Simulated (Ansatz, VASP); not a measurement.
Two plane-wave programs on Ir

POSCAR

```
Ir
1.0
    0.0000000000      1.9091481757      1.9091481757
    1.9091481757      0.0000000000      1.9091481757
    1.9091481757      1.9091481757      0.0000000000
Ir
1
Direct
    0.0000000000      0.0000000000      0.0000000000
```

File INCAR.step1:

```
SYSTEM = Ir
PREC = Accurate
ENCUT = 520
ISMEAR = 0
SIGMA = 0.05
LREAL = .False.
LASPH = .True.
NELM = 60
NBANDS = 10
GGA = PE
ALGO = Normal
EDIFF = 1E-4
LWAVE = .True.
LCHARG = .False.
```

The input INCAR.step2:

```
SYSTEM = Ir
PREC = Accurate
ENCUT = 520
EDIFF = 1E-6
ISMEAR = 0
SIGMA = 0.05
LREAL = .False.
LASPH = .True.
NELM = 60
ALGO = Normal
ISIF = 2
LWAVE = .False.
LCHARG = .False.
METAGGA = R2SCAN
LMIXTAU = .True.
NBANDS = 10
ISTART = 1
```

The input KPOINTS:

```
regular mesh
0
Gamma
  20 20 20
  0 0 0
```

Input for Ansatz:

```yaml
crystal:
  lattice:
    - [0.0, 1.9091481759, 1.9091481759]
    - [1.9091481759, 0.0, 1.9091481759]
    - [1.9091481759, 1.9091481759, 0.0]
  atoms:
    - { symbol: Ir, position: [0.0, 0.0, 0.0] }
basis:
  ecutwfc: 500
  ecutrho_ratio: 4
kpoints:
  mp_grid: { grid: [20, 20, 20] }
hamiltonian:
  xc: r2scan
scf:
  occupations: { method: gaussian, width: 0.05 }
output:
  forces: true
  stress: true
  eigenvalues: true
```

Alike in both runs: task single point; functional r2SCAN; k mesh 20 × 20 × 20; occupations gaussian, width 0.05 eV; no spin polarisation.

```csv
,VASP,Ansatz
version,VASP 6.6.1,Ansatz 0.2.0
potentials or method,"VASP PAW PBE potentials, release 64 (Ir)","scalar-relativistic, plane waves, PAW"
plane-wave cutoff (eV),520,500
valence electrons in the cell,9,17
```

|  | VASP | Ansatz | Ansatz less VASP |
| --- | --- | --- | --- |
| gap on the k mesh at the Fermi level (eV) | none | none | - |
| pressure (GPa) | 10.7 | 7.9 | -2.76 |

A gap of «none» marks a metal or a gap that the smearing closes. The functional is the same, so the differences come from potentials, cutoffs and numerics. The two sets of potentials don't hold the same shells in valence.

Caveats: the PAW data sets were made with another functional, which shifts forces and pressure a little (VASP). The runs have no spin-orbit coupling, so splittings on Ir are missing.
